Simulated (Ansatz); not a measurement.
**SbS: from a trial structure to a relaxed crystal**

Method: DFT PBE, scalar-relativistic, plane waves, PAW (Ansatz). Cutoff 420 eV, Γ-centred k mesh, Gaussian smearing, no spin polarisation in the final step.

The start puts SbS on the rock salt structure type (Fm-3m, No. 225), with Sb in place of Na, S in place of Cl, at a guessed volume.

```
Sb S
1.0
     0.00000    3.40251    3.40251
     3.40251    0.00000    3.40251
     3.40251    3.40251    0.00000
Sb S
1 1
Cartesian
  0.0000 0.0000 0.0000
  3.4025 3.4025 3.4025
```

Cell and atoms relax at zero pressure; the relaxation can't lower the symmetry of the start. After a coarse first stage the cell is made exact in the group found at 0.06 Å.

Energies over the elements count from the elements' standard structures at the same level, with no empirical corrections.

Q: What does it relax into?

A: It keeps Fm-3m (No. 225). The result has the rock salt structure. Conventional cell: a = 5.784 Å. Around Sb lie 6 S at 2.89 Å; S has 6 Sb at 2.89 Å.

```
Sb S
1.0
     0.00000    2.89211    2.89211
     2.89211    0.00000    2.89211
     2.89211    2.89211    0.00000
Sb S
1 1
Direct
  0.00000 0.00000 0.00000
  0.50000 0.50000 0.50000
```

Q: What are its volume, energy, density and gap?

A: The volume per atom is 24.19 Å³, the density is 5.28 g/cm³ and the energy over the elements is 0.08 eV/atom. The gap on the 16×16×16 mesh is 0 eV (a metal).

The final run used a 16×16×16 mesh on its 2-atom cell and 0.10 eV smearing. For metals, differences of a few meV/atom aren't resolved. Spin–orbit coupling is left out. Symmetry constrained the relaxation, so the result can be a saddle point. The steps took about 15 core-seconds in all.

Cost: 4 runs of about 0.26 core-minutes in all, on Intel Xeon 6975P-C (Granite Rapids) (shared hosts).